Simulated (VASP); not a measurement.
# H (P6_3/mmc) in VASP: reference runs

Aim: a first look at H with PBE, on the cell as given and on a disturbed one.

Program: VASP 6.6.1. These are calculated values, not measurements. Logs are shortened: lines on timing, memory, paths and dates and some standing lists are left out, and cuts for length are marked.

## Step 1: Starting point

The structure is hexagonal, space group P6_3/mmc (No. 194). The conventional cell has a = 5.170 Å, b = 5.170 Å, c = 3.850 Å, α = 90.00°, β = 90.00°, γ = 120.00°. H (site symmetry -6m2) is surrounded by 8 H at 3.55 to 3.85 Å.

The real solid is made of molecules; this cell is a model form.

## Step 2: Single point, PBE

INCAR

```
SYSTEM = H
ALGO = Normal
EDIFF = 1E-7
ENCUT = 520
GGA = PE
ISIF = 2
ISMEAR = -1
LASPH = .True.
LCHARG = .False.
LREAL = .False.
LWAVE = .False.
NBANDS = 8
NELM = 60
PREC = Accurate
SIGMA = 0.05
```

KPOINTS

```
k-points
0
Gamma
  6 6 7
  0 0 0
```

POSCAR

```
H
1.0
    5.1702470185      0.0000000000      0.0000000000
   -2.5851235093      4.4775652619      0.0000000000
    0.0000000000      0.0000000000      3.8495250000
H
2
Direct
    0.6666666667      0.3333333333      0.7500000000
    0.3333333333      0.6666666667      0.2500000000
```

Potentials or basis: VASP PAW PBE potentials, release 64 (H).

Run with:

```
$ cat potpaw_PBE.64/H/POTCAR > POTCAR
$ mpirun -np 1 vasp_std > vasp.out
```

OUTCAR:

```text
SYSTEM = H
   EDIFF = 1E-7
   ENCUT = 520
   GGA = PE
   ISIF = 2
   ISMEAR = -1
   LASPH = .True.
   LREAL = .False.
   NELM = 60
   PREC = Accurate

 ion  position               nearest neighbor table
   1  0.667  0.333  0.750-
   2  0.333  0.667  0.250-

  LATTYP: Found a hexagonal cell.
 ALAT       =     5.1702470185
 C/A-ratio  =     0.7445534007

  Lattice vectors:

 A1 = (   5.1702470185,   0.0000000000,   0.0000000000)
 A2 = (  -2.5851235093,   4.4775652619,   0.0000000000)
 A3 = (   0.0000000000,   0.0000000000,   3.8495250000)

Analysis of symmetry for initial positions (statically):
=====================================================================
 Subroutine PRICEL returns:
 Original cell was already a primitive cell.

 Routine SETGRP: Setting up the symmetry group for a
 hexagonal supercell.

 Subroutine GETGRP returns: Found 24 space group operations
 (whereof 12 operations were pure point group operations)
 out of a pool of 24 trial point group operations.

The static configuration has the point symmetry D_3d.
 The point group associated with its full space group is D_6h.

Analysis of symmetry for dynamics (positions and initial velocities):
=====================================================================
 Subroutine PRICEL returns:
 Original cell was already a primitive cell.

 Routine SETGRP: Setting up the symmetry group for a
 hexagonal supercell.

 Subroutine GETGRP returns: Found 24 space group operations
 (whereof 12 operations were pure point group operations)
 out of a pool of 24 trial point group operations.

The dynamic configuration has the point symmetry D_3d.
 The point group associated with its full space group is D_6h.

 Subroutine INISYM returns: Found 24 space group operations
 (whereof 12 operations are pure point group operations),
 and found     1 'primitive' translations

----------------------------------------------------------------------------------------

                                     Primitive cell

  volume of cell :      89.1170

  direct lattice vectors                    reciprocal lattice vectors
     5.170247018  0.000000000  0.000000000     0.193414356  0.111667831  0.000000000
    -2.585123509  4.477565262  0.000000000     0.000000000  0.223335662  0.000000000
     0.000000000  0.000000000  3.849525000     0.000000000  0.000000000  0.259772310

  length of vectors
     5.170247018  5.170247019  3.849525000     0.223335662  0.223335662  0.259772310

  position of ions in fractional coordinates (direct lattice)
     0.666666667  0.333333333  0.750000000
     0.333333333  0.666666667  0.250000000

  ion indices of the primitive-cell ions
   primitive index   ion index
                 1           1
                 2           2

----------------------------------------------------------------------------------------

 KPOINTS: k-points

Automatic generation of k-mesh.
 Grid dimensions read from file:
 generate k-points for:    6    6    7

 Generating k-lattice:

  Cartesian coordinates                     Fractional coordinates (reciprocal lattice)
     0.032235726  0.018611305  0.000000000     0.166666667  0.000000000  0.000000000
     0.000000000  0.037222610  0.000000000     0.000000000  0.166666667  0.000000000
     0.000000000  0.000000000  0.037110330     0.000000000  0.000000000  0.142857143

  Length of vectors
     0.037222610  0.037222610  0.037110330

  Shift w.r.t. Gamma in fractional coordinates (k-lattice)
     0.000000000  0.000000000  0.000000000

 Subroutine IBZKPT returns following result:
 ===========================================

 Found     28 irreducible k-points:

 Following reciprocal coordinates:
            Coordinates               Weight
  0.000000  0.000000  0.000000      1.000000
  0.166667  0.000000  0.000000      6.000000
  0.333333  0.000000  0.000000      6.000000
  0.500000 -0.000000  0.000000      3.000000
  0.166667  0.166667  0.000000      6.000000
  0.333333  0.166667  0.000000     12.000000
[... 20 lines left out ...]
  0.333333  0.166667  0.428571     24.000000
  0.333333  0.333333  0.428571      4.000000
   k-points           NKPTS =     28   k-points in BZ     NKDIM =     28   number of bands    NBANDS=      8
   number of dos      NEDOS =    301   number of ions     NIONS =      2
   total plane-waves  NPLWV =  48000
   dimension x,y,z NGX =    40 NGY =   40 NGZ =   30
   dimension x,y,z NGXF=    80 NGYF=   80 NGZF=   60
   ions per type =               2
   NGX,Y,Z   is equivalent  to a cutoff of  12.86, 12.86, 12.96 a.u.
   NGXF,Y,Z  is equivalent  to a cutoff of  25.72, 25.72, 25.91 a.u.
 SYSTEM =  H
   PREC   = accura    normal or accurate (medium, high low for compatibility)
   ISTART =      0    job   : 0-new  1-cont  2-samecut
   ICHARG =      2    charge: 1-file 2-atom 10-const
   ISPIN  =      1    spin polarized calculation?
   LNONCOLLINEAR =      F non collinear calculations
   LSORBIT =      F    spin-orbit coupling
   LASPH  =      T    aspherical Exc in radial PAW
   ENCUT  =  520.0 eV  38.22 Ry    6.18 a.u.   9.61  9.61  7.16*2*pi/ulx,y,z
   NELM   =     60;   NELMIN=  2; NELMDL= -5     # of ELM steps
   EDIFF  = 0.1E-06   stopping-criterion for ELM
   LREAL  =      F    real-space projection
   EDIFFG = 0.1E-05   stopping-criterion for IOM
   NSW    =      0    number of steps for IOM
   IBRION =     -1    ionic relax: 0-MD 1-quasi-New 2-CG
   NFREE  =      0    steps in history (QN), initial steepest desc. (CG)
   ISIF   =      2    stress and relaxation
   ISYM   =      2    0-nonsym 1-usesym 2-fastsym
   POTIM  = 0.5000    time-step for ionic-motion
   TEBEG  =    0.0;   TEEND  =   0.0 temperature during run
   PSTRESS=    0.0 pullay stress
   NELECT =       2.0000    total number of electrons
   NUPDOWN=      -1.0000    fix difference up-down
   EMIN   =  10.00;   EMAX   =-10.00  energy-range for DOS
   EFERMI =   0.00;   METHOD = LEGACY
   ISMEAR =    -1;   SIGMA  =   0.05  broadening in eV -4-tet -1-fermi 0-gaus
   EFERMI_NEDOS =   21; number of points for ismear=-14 and -15
   IALGO  =     38    algorithm
   IMIX   =      4    mixing-type and parameters
     AMIX     =   0.40;   BMIX     =  1.00
     AMIX_MAG =   1.60;   BMIX_MAG =  1.00
  volume/ion in A,a.u.               =      44.56       300.70
  Fermi-wavevector in a.u.,A,eV,Ry     =   0.461776  0.872630  2.901267  0.213237
  Thomas-Fermi vector in A             =   1.449004
   LORBIT       =      0    0 simple, 1 ext, 2 COOP (PROOUT), +10 PAW based schemes
   GGA     = PE    functional components
   LHFCALC =     F    Hartree Fock is set to
   AEXX    =    0.0000 exact exchange contribution
   IVDW    =     0    specifies the selected vdW correction
   LEPSILON=     F    determine dielectric tensor
   LRPA    =     F    only Hartree local field effects (RPA)
 non-spin polarized calculation
  energy-cutoff  :      520.00
  volume of cell :       89.12
 maximum number of plane-waves:      2432
 NGX is ok and might be reduce to    40
   NGX = 19   NGY = 19   NGZ = 15

 number of electron       2.0000000 magnetization

 Free energy of the ion-electron system (eV)
  ---------------------------------------------------
  ext. energy  EPLUGINS =         0.00000000
  ---------------------------------------------------
  free energy    TOTEN  =        -0.62635430 eV

  energy without entropy =       -0.59122196  energy(sigma->0) =       -0.60878813

 E-fermi :  -5.9718     XC(G=0):  -3.5668

 val. band max:       -5.9825860811   @ k =   0.5000  -0.0000   0.0000
 cond. band min:      -5.9692173199   @ k =   0.3333   0.1667   0.0000
 fundamental gap:      0.0133687612
 Fermi energy:        -5.9717901055

 k-point     1 :       0.0000    0.0000    0.0000
  band No.  band energies     occupation
      1      -7.0822      2.00000
      2      -5.3862      0.00002
      3       2.1285      0.00000
      4       3.6975      0.00000
      5       3.6975      0.00000
      6       4.8401      0.00000
      7       4.8402      0.00000
      8       6.3046      0.00000

 k-point     2 :       0.1667    0.0000    0.0000
  band No.  band energies     occupation
      1      -6.9840      2.00000
      2      -5.4903      0.00013
      3       1.7002      0.00000
      4       3.1139      0.00000
      5       3.3629      0.00000
      6       5.7099      0.00000
      7       5.8229      0.00000
      8       6.4910      0.00000

 k-point     3 :       0.3333    0.0000    0.0000
  band No.  band energies     occupation
      1      -6.7251      2.00000
      2      -5.7601      0.02858
      3       0.9565      0.00000
      4       2.5517      0.00000
      5       3.4784      0.00000
      6       6.0351      0.00000
      7       7.0268      0.00000
      8       7.5612      0.00000

 k-point     4 :       0.5000   -0.0000    0.0000
  band No.  band energies     occupation
      1      -6.5077      1.99996
      2      -5.9826      1.10754
      3       0.6531      0.00000
      4       2.3566      0.00000
      5       3.6210      0.00000
      6       5.9439      0.00000
      7       7.5908      0.00000
      8       8.5512      0.00000

 k-point     5 :       0.1667    0.1667    0.0000
  band No.  band energies     occupation
      1      -6.8028      2.00000
      2      -5.6787      0.00567
      3       1.0656      0.00000
      4       2.8631      0.00000
      5       3.2983      0.00000
      6       6.3570      0.00000
      7       6.5262      0.00000
      8       6.8549      0.00000
[... 221 lines left out ...]
 k-point    26 :       0.1667    0.1667    0.4286
  band No.  band energies     occupation
      1      -6.0607      1.71108
      2      -5.7745      0.03795
      3       1.6161      0.00000
      4       1.7528      0.00000
      5       3.7012      0.00000
      6       4.7360      0.00000
      7       5.6823      0.00000
      8       6.3551      0.00000

 k-point    27 :       0.3333    0.1667    0.4286
  band No.  band energies     occupation
      1      -5.9486      0.77185
      2      -5.8068      0.07121
      3       1.4687      0.00000
      4       1.7057      0.00000
      5       2.8750      0.00000
      6       4.0586      0.00000
      7       5.5518      0.00000
      8       6.5871      0.00000

 k-point    28 :       0.3333    0.3333    0.4286
  band No.  band energies     occupation
      1      -5.8643      0.20867
      2      -5.8643      0.20867
      3       1.7393      0.00000
      4       1.7393      0.00000
      5       2.1333      0.00000
      6       3.5695      0.00000
      7       6.8371      0.00000
      8       6.8371      0.00000

------------------------ aborting loop because EDIFF is reached ----------------------------------------

  FORCE on cell =-STRESS in cart. coord.  units (eV):
  Direction    XX          YY          ZZ          XY          YZ          ZX
  --------------------------------------------------------------------------------------
  -------------------------------------------------------------------------------------
  Total       -0.8412497     -0.8412497     -0.9739514      0.0000000      0.0000000      0.0000000
  in kB      -15.1242953    -15.1242953    -17.5100549      0.0000000      0.0000000      0.0000000
  external PRESSURE =     -15.9195485 kB  Pullay stress =       0.0000000 kB

 VOLUME and BASIS-vectors are now :
 -----------------------------------------------------------------------------
  energy-cutoff  :      520.00
  volume of cell :       89.12
      direct lattice vectors                 reciprocal lattice vectors
     5.170247018  0.000000000  0.000000000     0.193414356  0.111667831  0.000000000
    -2.585123509  4.477565262  0.000000000     0.000000000  0.223335662  0.000000000
     0.000000000  0.000000000  3.849525000     0.000000000  0.000000000  0.259772310

 POSITION                                       TOTAL-FORCE (eV/Angst)
 -----------------------------------------------------------------------------------
      2.58512      1.49252      2.88714        -0.000000      0.000000      0.000000
     -0.00000      2.98504      0.96238         0.000000     -0.000000     -0.000000
 -----------------------------------------------------------------------------------
    total drift:                               -0.000000      0.000000      0.000000

  FREE ENERGIE OF THE ION-ELECTRON SYSTEM (eV)
  ---------------------------------------------------
  free  energy   TOTEN  =        -0.6263542988 eV

  energy  without entropy=       -0.5912219563  energy(sigma->0) =       -0.60878813
```

Run time: 32 s. Hardware: 1 thread of AMD EPYC 7R43 (Zen 3), shared host; peak memory 0.14 GiB.

Results:

```
Free energy            : -0.6264 eV
Pressure               : -1.6 GPa
Band gap on the k mesh : none (metal or under the smearing width)
```

Levels at points of the mesh, in eV from the Fermi level:
| k point | band 1 | band 2 | band 3 | band 4 | band 5 |
| --- | --- | --- | --- | --- | --- |
| (0.00, 0.00, 0.00) | -1.11 | 0.59 | 8.10 | 9.67 | 9.67 |
| (0.50, 0.00, 0.00) | -0.54 | -0.01 | 6.62 | 8.33 | 9.59 |

## Step 3: Single point, PBE (atoms moved at random, drawn with an rms of 0.05 Å)

INCAR

```
PREC = Accurate
ENCUT = 520
EDIFF = 1E-7
ISMEAR = -1
SIGMA = 0.05
LREAL = F
LASPH = T
NELM = 80
ALGO = Normal
ISIF = 2
LWAVE = F
LCHARG = F
GGA = PE
NBANDS = 8
```

KPOINTS

```
regular mesh
0
Gamma
  6 6 7
```

POSCAR

```
H
1.0
    5.1702470185      0.0000000000      0.0000000000
   -2.5851235093      4.4775652619      0.0000000000
    0.0000000000      0.0000000000      3.8495250000
H
2
Direct
    0.6621470000      0.3328230000      0.7537680000
    0.3349370000      0.6599880000      0.2657880000
```

Potentials or basis: VASP PAW PBE potentials, release 64 (H).

Run with:

```
$ cat potpaw_PBE.64/H/POTCAR > POTCAR
$ mpirun -np 1 vasp_std > vasp.out
```

Run time: 98 s. Hardware: 1 thread of AMD EPYC 7R43 (Zen 3), shared host; peak memory 0.19 GiB.

The run converged. Its results:

| Quantity | Value |
| --- | --- |
| Free energy | -0.6283 eV |
| Pressure | -1.6 GPa |
| Largest force | 0.054 eV/Å |
| Band gap on the k mesh | none (metal or under the smearing width) |

Forces in eV/Å, atoms in the order of the input:
```
H   -0.035  0.020 -0.035
H    0.035 -0.020  0.035
```

Stress tensor (GPa, compression positive):
```
-1.58  0.11 -0.01
 0.11 -1.46  0.01
-0.01  0.01 -1.75
```

Levels at points of the mesh, in eV from the Fermi level:
| k point | band 1 | band 2 | band 3 | band 4 |
| --- | --- | --- | --- | --- |
| (0.00, 0.00, 0.00) | -1.11 | 0.59 | 8.10 | 9.64 |
| (0.50, 0.00, 0.00) | -0.55 | 0.01 | 6.60 | 8.33 |
| (0.00, 0.50, 0.00) | -0.55 | 0.01 | 6.60 | 8.33 |
| (0.50, 0.50, 0.00) | -0.50 | -0.05 | 6.68 | 8.33 |
